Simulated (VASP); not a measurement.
# SiC (P6_3mc) in VASP: relaxation of cell and atoms with PBE

Aim: the relaxation of cell and atoms of SiC with PBE.

All numbers are computed with VASP 6.6.1; they aren't measurements. Logs are shortened: lines on timing, memory, paths and dates and some standing lists are left out, and cuts for length are marked.

## Step 1: The crystal as given

Symmetry: P6_3mc, No. 186, hexagonal system. The conventional cell has a = 3.094 Å, b = 3.094 Å, c = 10.130 Å, α = 90.00°, β = 90.00°, γ = 120.00°. Si (site symmetry 3m) is surrounded by 4 C at 1.90 Å. Si (site symmetry 3m) has 4 C at 1.90 Å as nearest neighbours. C (site symmetry 3m) is surrounded by 4 Si at 1.90 Å. Around C (site symmetry 3m) lie 4 Si at 1.90 Å.

The cell was built by a generator and needn't be a form met in nature.

## Step 2: Relaxation of cell and atoms, PBE

File INCAR:

```
PREC = Accurate ; ENCUT = 600
EDIFF = 1E-6 ; ISMEAR = 0
SIGMA = 0.05 ; LREAL = False
LASPH = True ; NELM = 60
ALGO = Normal ; ISIF = 3
LWAVE = False ; LCHARG = False
GGA = PE ; IBRION = 2
NSW = 60 ; EDIFFG = -0.01
```

File KPOINTS:

```
regular mesh
0
Gamma
  9 9 3
```

File POSCAR:

```
SiC
1.0
    3.0940000000      0.0000000000      0.0000000000
   -1.5470000000      2.6794825993      0.0000000000
    0.0000000000      0.0000000000     10.1300000000
Si C
4 4
Direct
    0.0000000000      0.0000000000      0.0000000000
    0.3333333333      0.6666666667      0.2500000000
    0.0000000000      0.0000000000      0.5000000000
    0.6666666667      0.3333333333      0.7500000000
    0.0000000000      0.0000000000      0.1875000000
    0.3333333333      0.6666666667      0.4375000000
    0.0000000000      0.0000000000      0.6875000000
    0.6666666667      0.3333333333      0.9375000000
```

Potentials or basis: VASP PAW PBE potentials, release 64 (Si, C).

Launch:

```
$ cat potpaw_PBE.64/Si/POTCAR potpaw_PBE.64/C/POTCAR > POTCAR
$ mpirun -np 1 vasp_std > vasp.out
```

OUTCAR:

```text
PREC = Accurate
   ENCUT = 600
   EDIFF = 1E-6
   ISMEAR = 0
   LREAL = False
   LASPH = True
   NELM = 60
   ISIF = 3
   GGA = PE
   IBRION = 2
   NSW = 60
   EDIFFG = -0.01

 ion  position               nearest neighbor table
   1  0.000  0.000  0.000-   8 1.90   8 1.90   8 1.90   5 1.90   4 3.10   2 3.10   4 3.10   2 3.10
                             4 3.10   2 3.10
   2  0.333  0.667  0.250-   5 1.90   5 1.90   5 1.90   6 1.90   3 3.10   1 3.10   3 3.10   1 3.10
                             1 3.10   3 3.10
   3  0.000  0.000  0.500-   6 1.90   6 1.90   6 1.90   7 1.90   4 3.10   2 3.10   4 3.10   2 3.10
                             2 3.10   4 3.10
   4  0.667  0.333  0.750-   7 1.90   7 1.90   7 1.90   8 1.90   3 3.10   1 3.10   1 3.10   3 3.10
                             3 3.10   1 3.10
   5  0.000  0.000  0.188-   2 1.90   2 1.90   2 1.90   1 1.90
   6  0.333  0.667  0.438-   3 1.90   3 1.90   3 1.90   2 1.90
   7  0.000  0.000  0.688-   4 1.90   4 1.90   4 1.90   3 1.90
   8  0.667  0.333  0.938-   1 1.90   1 1.90   1 1.90   4 1.90

  LATTYP: Found a hexagonal cell.
 ALAT       =     3.0940000000
 C/A-ratio  =     3.2740788623

  Lattice vectors:

 A1 = (   3.0940000000,   0.0000000000,   0.0000000000)
 A2 = (  -1.5470000000,   2.6794825993,   0.0000000000)
 A3 = (   0.0000000000,   0.0000000000,  10.1300000000)

Analysis of symmetry for initial positions (statically):
=====================================================================
 Subroutine PRICEL returns:
 Original cell was already a primitive cell.

 Routine SETGRP: Setting up the symmetry group for a
 hexagonal supercell.

 Subroutine GETGRP returns: Found 12 space group operations
 (whereof  6 operations were pure point group operations)
 out of a pool of 24 trial point group operations.

The static configuration has the point symmetry C_3v.
 The point group associated with its full space group is C_6v.

Analysis of symmetry for dynamics (positions and initial velocities):
=====================================================================
 Subroutine PRICEL returns:
 Original cell was already a primitive cell.

 Routine SETGRP: Setting up the symmetry group for a
 hexagonal supercell.

 Subroutine GETGRP returns: Found 12 space group operations
 (whereof  6 operations were pure point group operations)
 out of a pool of 24 trial point group operations.

The dynamic configuration has the point symmetry C_3v.
 The point group associated with its full space group is C_6v.

 Subroutine INISYM returns: Found 12 space group operations
[... 99 lines left out ...]
   PREC   = accura    normal or accurate (medium, high low for compatibility)
   ISTART =      0    job   : 0-new  1-cont  2-samecut
   ICHARG =      2    charge: 1-file 2-atom 10-const
   ISPIN  =      1    spin polarized calculation?
   LNONCOLLINEAR =      F non collinear calculations
   LSORBIT =      F    spin-orbit coupling
   LASPH  =      T    aspherical Exc in radial PAW
   ENCUT  =  600.0 eV  44.10 Ry    6.64 a.u.   6.18  6.18 20.23*2*pi/ulx,y,z
   NELM   =     60;   NELMIN=  2; NELMDL= -5     # of ELM steps
   EDIFF  = 0.1E-05   stopping-criterion for ELM
   LREAL  =      F    real-space projection
   EDIFFG = -.1E-01   stopping-criterion for IOM
   NSW    =     60    number of steps for IOM
   IBRION =      2    ionic relax: 0-MD 1-quasi-New 2-CG
   NFREE  =      1    steps in history (QN), initial steepest desc. (CG)
   ISIF   =      3    stress and relaxation
   ISYM   =      2    0-nonsym 1-usesym 2-fastsym
   POTIM  = 0.5000    time-step for ionic-motion
   TEBEG  =    0.0;   TEEND  =   0.0 temperature during run
   PSTRESS=    0.0 pullay stress
   NELECT =      32.0000    total number of electrons
   NUPDOWN=      -1.0000    fix difference up-down
   EMIN   =  10.00;   EMAX   =-10.00  energy-range for DOS
   EFERMI =   0.00;   METHOD = LEGACY
   ISMEAR =     0;   SIGMA  =   0.05  broadening in eV -4-tet -1-fermi 0-gaus
   EFERMI_NEDOS =   21; number of points for ismear=-14 and -15
   IALGO  =     38    algorithm
   IMIX   =      4    mixing-type and parameters
     AMIX     =   0.40;   BMIX     =  1.00
     AMIX_MAG =   1.60;   BMIX_MAG =  1.00
  volume/ion in A,a.u.               =      10.50        70.84
  Fermi-wavevector in a.u.,A,eV,Ry     =   1.186856  2.242832 19.165527  1.408626
  Thomas-Fermi vector in A             =   2.323020
   LORBIT       =      0    0 simple, 1 ext, 2 COOP (PROOUT), +10 PAW based schemes
   GGA     = PE    functional components
   LHFCALC =     F    Hartree Fock is set to
   AEXX    =    0.0000 exact exchange contribution
   IVDW    =     0    specifies the selected vdW correction
   LEPSILON=     F    determine dielectric tensor
   LRPA    =     F    only Hartree local field effects (RPA)
 conjugate gradient relaxation of ions
 non-spin polarized calculation
 Gauss-broadening in eV      SIGMA  =   0.05
  energy-cutoff  :      600.00
  volume of cell :       83.98
 maximum number of plane-waves:      2824
 NGX is ok and might be reduce to    28
   NGX = 13   NGY = 13   NGZ = 41

--------------------------------------- Ionic step        1  -------------------------------------------

 number of electron      32.0000001 magnetization

 Free energy of the ion-electron system (eV)
  ---------------------------------------------------
  ext. energy  EPLUGINS =         0.00000000
  ---------------------------------------------------
  free energy    TOTEN  =       -60.25288077 eV

  energy without entropy =      -60.25288077  energy(sigma->0) =      -60.25288077

------------------------ aborting loop because EDIFF is reached ----------------------------------------

  FORCE on cell =-STRESS in cart. coord.  units (eV):
  Direction    XX          YY          ZZ          XY          YZ          ZX
  --------------------------------------------------------------------------------------
  -------------------------------------------------------------------------------------
  Total       -0.1337849     -0.1337849     -0.0199473      0.0000000      0.0000000     -0.0000000
  in kB       -2.5523302     -2.5523302     -0.3805513      0.0000000      0.0000000     -0.0000000
  external PRESSURE =      -1.8284039 kB  Pullay stress =       0.0000000 kB
[... 155 lines left out ...]
--------------------------------------- Ionic step        5  -------------------------------------------

 number of electron      32.0000001 magnetization

 Free energy of the ion-electron system (eV)
  ---------------------------------------------------
  ext. energy  EPLUGINS =         0.00000000
  ---------------------------------------------------
  free energy    TOTEN  =       -60.25376181 eV

  energy without entropy =      -60.25376181  energy(sigma->0) =      -60.25376181

 E-fermi :   8.2386     XC(G=0): -11.2936

 val. band max:        8.0207039949   @ k =   0.0000   0.0000   0.0000
 cond. band min:      10.3535098469   @ k =   0.4444  -0.0000   0.0000
 fundamental gap:      2.3328058521
 Fermi energy:         8.2385930805

 k-point     1 :       0.0000    0.0000    0.0000
  band No.  band energies     occupation
      1      -7.3521      2.00000
      2      -6.1881      2.00000
      3      -6.1525      2.00000
      4      -3.8371      2.00000
      5      -0.5124      2.00000
      6       3.6656      2.00000
[... 600 lines left out ...]
  FREE ENERGIE OF THE ION-ELECTRON SYSTEM (eV)
  ---------------------------------------------------
  free  energy   TOTEN  =       -60.2537618056 eV

  energy  without entropy=      -60.2537618056  energy(sigma->0) =      -60.25376181

 reached required accuracy - stopping structural energy minimisation
```

CONTCAR:

```text
SiC
   1.00000000000000
     3.0931395130130093    0.0000000000000000   -0.0000000000000000
    -1.5465697565065046    2.6787373957096476    0.0000000000000000
     0.0000000000000000    0.0000000000000000   10.1266011380233678
  Si              C
     4     4
Direct
     0.0000000000000000    0.0000000000000000    0.9998553991847462
     0.3333333332999970    0.6666666667000030    0.2499088542934274
     0.0000000000000000    0.0000000000000000    0.4998553991847460
     0.6666666667000030    0.3333333332999970    0.7499088542934274
     0.0000000000000000    0.0000000000000000    0.1872931202714582
     0.3333333332999970    0.6666666667000030    0.4379426262503684
     0.0000000000000000    0.0000000000000000    0.6872931202714582
     0.6666666667000030    0.3333333332999970    0.9379426262503685

  0.00000000E+00  0.00000000E+00  0.00000000E+00
  0.00000000E+00  0.00000000E+00  0.00000000E+00
  0.00000000E+00  0.00000000E+00  0.00000000E+00
  0.00000000E+00  0.00000000E+00  0.00000000E+00
  0.00000000E+00  0.00000000E+00  0.00000000E+00
  0.00000000E+00  0.00000000E+00  0.00000000E+00
  0.00000000E+00  0.00000000E+00  0.00000000E+00
  0.00000000E+00  0.00000000E+00  0.00000000E+00
```

Run time: 60 s. Hardware: 1 thread of Intel Xeon 6975P-C (Granite Rapids), shared host; peak memory 0.25 GiB.

What came out:

| Quantity | Value |
| --- | --- |
| Free energy | -60.2538 eV |
| Relaxed volume | 10.49 Å³/atom |
| Relaxed cell | a = 3.093 Å, b = 3.093 Å, c = 10.127 Å, α = 90.00°, β = 90.00°, γ = 120.00° |
| Space group after relaxing (to 0.05 Å) | P6_3mc (No. 186) |
| Energy gained by relaxing | 0.1 meV/atom |
| Ionic steps | 5 |
| Pressure after relaxing | 0.0 GPa |
| Band gap on the k mesh | 2.33 eV, indirect (least direct gap 3.42 eV) |

Forces on the atoms (eV/Å):
```
Si   0.000  0.000 -0.001
Si   0.000  0.000 -0.002
Si   0.000  0.000 -0.001
Si   0.000  0.000 -0.002
C    0.000  0.000  0.003
C    0.000  0.000  0.000
C    0.000  0.000  0.003
C    0.000  0.000  0.000
```

The path:
| step | energy change (eV) | largest force (eV/Å) | pressure (GPa) | volume (Å³) |
| --- | --- | --- | --- | --- |
| 1 | 0.0000 | 0.1391 | -0.18 | 83.98 |
| 2 | -0.0005 | 0.0788 | 0.19 | 83.84 |
| 3 | -0.0008 | 0.0189 | 0.05 | 83.89 |
| 4 | -0.0009 | 0.0186 | -0.02 | 83.92 |
| 5 | -0.0009 | 0.0026 | 0.01 | 83.91 |

Final structure:
```
CELL_PARAMETERS angstrom
3.09314 0.00000 0.00000
-1.54657 2.67874 0.00000
0.00000 0.00000 10.12660
ATOMIC_POSITIONS crystal
Si 0.00000 0.00000 0.99986
Si 0.33333 0.66667 0.24991
Si 0.00000 0.00000 0.49986
Si 0.66667 0.33333 0.74991
C 0.00000 0.00000 0.18729
C 0.33333 0.66667 0.43794
C 0.00000 0.00000 0.68729
C 0.66667 0.33333 0.93794
```

Levels at points of the mesh, in eV from the valence-band top:
```csv
k point,band 12,band 13,band 14,band 15,band 16,band 17,band 18,band 19,band 20,band 21
"(0.00, 0.00, 0.00)",-0.58,-0.58,-0.05,0.00,0.00,4.97,5.55,6.13,6.19,6.89
```

Caveat: an odd mesh through Γ misses points on the zone boundary, where band edges often lie.
